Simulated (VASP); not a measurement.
# S (P3_221) in VASP: further runs, part 2 of 2

VASP 6.6.1. Earlier steps stand in the parts before.

**3. Relaxation of cell and atoms, PBE**

This run uses another cell than the first one, of 32.52 Å³/atom, 1.563 times its volume.

File INCAR:

```
SYSTEM = S
  PREC = Accurate
  ENCUT = 520
  EDIFF = 1E-7
  ISMEAR = 0
  SIGMA = 0.1
  LREAL = .FALSE.
  LASPH = .TRUE.
  NELM = 120
  ALGO = Normal
  ISIF = 3
  LWAVE = .FALSE.
  LCHARG = .FALSE.
  GGA = PE
  IBRION = 2
  NSW = 60
  EDIFFG = -0.005
  POTIM = 0.3
  KPAR = 2
```

File KPOINTS:

```
Automatic mesh
0
G
  5 5 6
  0 0 0
```

File POSCAR:

```
S                                       
1.0
    8.7580869340      0.0000000000      0.0000000000
   -4.3790434670      7.5847257819     -0.0000000000
   -0.0000000000      0.0000000000      4.4053211815
  S             
     9
Direct
     0.7506432460732099    0.3124641092598741    0.6064826683411240
     0.6875358907407040    0.4381791368149132    0.2731493383411215
     0.5618208631860865    0.2493567539252126    0.9398159983411190
     0.3124641092608734    0.7506432460747876    0.3935173316588764
     0.4381791368133355    0.6875358907401257    0.7268506616588781
     0.2493567539257910    0.5618208631850868    0.0601840016588813
     0.9036608193270360    0.0000000000000000    0.1666666699999979
     0.9999999999990571    0.9036608193251500    0.8333333300000021
     0.0963391806739072    0.0963391806748500    0.5000000000000000
```

Potentials or basis: VASP PAW PBE potentials, release 64 (S).

The run is started by

```
cat potpaw_PBE.64/S/POTCAR > POTCAR
mpirun -np 2 vasp_std > vasp.out
```

OUTCAR:

```text
SYSTEM = S
   PREC = Accurate
   ENCUT = 520
   EDIFF = 1E-7
   ISMEAR = 0
   LREAL = .FALSE.
   LASPH = .TRUE.
   NELM = 120
   ISIF = 3
   GGA = PE
   IBRION = 2
   NSW = 60
   EDIFFG = -0.005
   POTIM = 0.3

 ion  position               nearest neighbor table
   1  0.751  0.312  0.606-   3 2.07   2 2.07
   2  0.688  0.438  0.273-   1 2.07   3 2.07
   3  0.562  0.249  0.940-   1 2.07   2 2.07
   4  0.312  0.751  0.394-   5 2.07   6 2.07
   5  0.438  0.688  0.727-   4 2.07   6 2.07
   6  0.249  0.562  0.060-   4 2.07   5 2.07
   7  0.904  0.000  0.167-   9 2.07   8 2.07
   8  1.000  0.904  0.833-   9 2.07   7 2.07
   9  0.096  0.096  0.500-   7 2.07   8 2.07

  LATTYP: Found a hexagonal cell.
 ALAT       =     8.7580869340
 C/A-ratio  =     0.5030003943

  Lattice vectors:

 A1 = (   8.7580869340,   0.0000000000,   0.0000000000)
 A2 = (  -4.3790434670,   7.5847257819,   0.0000000000)
 A3 = (   0.0000000000,   0.0000000000,   4.4053211815)

Analysis of symmetry for initial positions (statically):
=====================================================================
 Subroutine PRICEL returns:
 Original cell was already a primitive cell.

 Routine SETGRP: Setting up the symmetry group for a
 hexagonal supercell.

 Subroutine GETGRP returns: Found  6 space group operations
 (whereof  2 operations were pure point group operations)
 out of a pool of 24 trial point group operations.

The static configuration has the point symmetry C_2 .
 The point group associated with its full space group is D_3 .

Analysis of symmetry for dynamics (positions and initial velocities):
=====================================================================
 Subroutine PRICEL returns:
 Original cell was already a primitive cell.

 Routine SETGRP: Setting up the symmetry group for a
 hexagonal supercell.

 Subroutine GETGRP returns: Found  6 space group operations
[... 125 lines left out ...]
   POTIM  = 0.3000    time-step for ionic-motion
   TEBEG  =    0.0;   TEEND  =   0.0 temperature during run
   PSTRESS=    0.0 pullay stress
   NELECT =      54.0000    total number of electrons
   NUPDOWN=      -1.0000    fix difference up-down
   EMIN   =  10.00;   EMAX   =-10.00  energy-range for DOS
   EFERMI =   0.00;   METHOD = LEGACY
   ISMEAR =     0;   SIGMA  =   0.10  broadening in eV -4-tet -1-fermi 0-gaus
   EFERMI_NEDOS =   21; number of points for ismear=-14 and -15
   IALGO  =     38    algorithm
   IMIX   =      4    mixing-type and parameters
     AMIX     =   0.40;   BMIX     =  1.00
     AMIX_MAG =   1.60;   BMIX_MAG =  1.00
  volume/ion in A,a.u.               =      32.52       219.42
  Fermi-wavevector in a.u.,A,eV,Ry     =   0.932031  1.761284 11.819142  0.868682
  Thomas-Fermi vector in A             =   2.058587
   LORBIT       =      0    0 simple, 1 ext, 2 COOP (PROOUT), +10 PAW based schemes
   GGA     = PE    functional components
   LHFCALC =     F    Hartree Fock is set to
   AEXX    =    0.0000 exact exchange contribution
   IVDW    =     0    specifies the selected vdW correction
   LEPSILON=     F    determine dielectric tensor
   LRPA    =     F    only Hartree local field effects (RPA)
 conjugate gradient relaxation of ions
 non-spin polarized calculation
 Gauss-broadening in eV      SIGMA  =   0.10
  energy-cutoff  :      520.00
  volume of cell :      292.64
 maximum number of plane-waves:      7913
 NGX is ok and might be reduce to    70
   NGX = 33   NGY = 33   NGZ = 17

--------------------------------------- Ionic step        1  -------------------------------------------

 number of electron      53.9999998 magnetization

 Free energy of the ion-electron system (eV)
  ---------------------------------------------------
  ext. energy  EPLUGINS =         0.00000000
  ---------------------------------------------------
  free energy    TOTEN  =       -36.86551346 eV

  energy without entropy =      -36.86551346  energy(sigma->0) =      -36.86551346

------------------------ aborting loop because EDIFF is reached ----------------------------------------

  FORCE on cell =-STRESS in cart. coord.  units (eV):
  Direction    XX          YY          ZZ          XY          YZ          ZX
  --------------------------------------------------------------------------------------
  -------------------------------------------------------------------------------------
  Total        0.0088458      0.0088458     -0.0845920      0.0000000      0.0000000      0.0000000
  in kB        0.0484309      0.0484309     -0.4631408      0.0000000      0.0000000      0.0000000
  external PRESSURE =      -0.1220930 kB  Pullay stress =       0.0000000 kB
[... 116 lines left out ...]
--------------------------------------- Ionic step        4  -------------------------------------------

 number of electron      53.9999999 magnetization

 Free energy of the ion-electron system (eV)
  ---------------------------------------------------
  ext. energy  EPLUGINS =         0.00000000
  ---------------------------------------------------
  free energy    TOTEN  =       -36.86555107 eV

  energy without entropy =      -36.86555107  energy(sigma->0) =      -36.86555107

 E-fermi :   0.6025     XC(G=0):  -7.1140

 val. band max:        0.1769554265   @ k =   0.0000   0.0000   0.3333
 cond. band min:       2.5813128549   @ k =   0.4000  -0.0000   0.5000
 fundamental gap:      2.4043574284
 Fermi energy:         0.6025319328

 k-point     1 :       0.0000    0.0000    0.0000
  band No.  band energies     occupation
      1     -15.8822      2.00000
      2     -15.8187      2.00000
      3     -15.8036      2.00000
      4     -10.9674      2.00000
      5     -10.9674      2.00000
      6     -10.9070      2.00000
[... 865 lines left out ...]
  FREE ENERGIE OF THE ION-ELECTRON SYSTEM (eV)
  ---------------------------------------------------
  free  energy   TOTEN  =       -36.8655510706 eV

  energy  without entropy=      -36.8655510706  energy(sigma->0) =      -36.86555107

 reached required accuracy - stopping structural energy minimisation
```

Wall time 4.8 min (2 MPI ranks of Intel Xeon Platinum 8488C (Sapphire Rapids), shared host); peak memory 0.5 GiB.

Results:

| Quantity | Value |
| --- | --- |
| Free energy | -36.8656 eV |
| Relaxed volume | 32.51 Å³/atom |
| Relaxed cell | a = 8.759 Å, b = 8.759 Å, c = 4.403 Å, α = 90.00°, β = 90.00°, γ = 120.00° |
| Space group after relaxing (to 0.05 Å) | P3_221 (No. 154) |
| Energy gained by relaxing | 0.0 meV/atom |
| Ionic steps | 4 |
| Pressure after relaxing | 0.0 GPa |
| Largest force after relaxing | 0.005 eV/Å |
| Band gap on the k mesh | 2.40 eV, indirect (least direct gap 2.57 eV) |

Forces on the atoms (eV/Å):
```
S    0.001  0.005 -0.001
S   -0.005 -0.001 -0.001
S    0.003 -0.004 -0.001
S    0.003  0.004  0.001
S    0.001 -0.005  0.001
S   -0.005  0.001  0.001
S    0.002  0.000  0.000
S   -0.001  0.002  0.000
S   -0.001 -0.002  0.000
```

Final structure:
```yaml
crystal:
  lattice:
    - [8.75942, 0.00000, 0.00000]
    - [-4.37971, 7.58588, 0.00000]
    - [0.00000, 0.00000, 4.40341]
  atoms:
    - { symbol: S, position: [0.75066, 0.31251, 0.60646] }
    - { symbol: S, position: [0.68749, 0.43815, 0.27313] }
    - { symbol: S, position: [0.56185, 0.24934, 0.93979] }
    - { symbol: S, position: [0.31251, 0.75066, 0.39354] }
    - { symbol: S, position: [0.43815, 0.68749, 0.72687] }
    - { symbol: S, position: [0.24934, 0.56185, 0.06021] }
    - { symbol: S, position: [0.90362, 0.00000, 0.16667] }
    - { symbol: S, position: [0.00000, 0.90362, 0.83333] }
    - { symbol: S, position: [0.09638, 0.09638, 0.50000] }
```

Levels at points of the mesh, in eV from the valence-band top:
```
           k point  band 24  band 25  band 26  band 27  band 28  band 29  band 30  band 31
(0.00, 0.00, 0.00)    -2.07    -0.38    -0.31    -0.20     3.62     3.62     3.76     3.76
(0.00, 0.00, 0.50)    -0.37    -0.37    -0.20    -0.20     2.44     2.49     2.57     2.86
```

Caveat: an odd mesh through Γ misses points on the zone boundary, where band edges often lie. As with any semilocal functional, this PBE gap is likely too small.
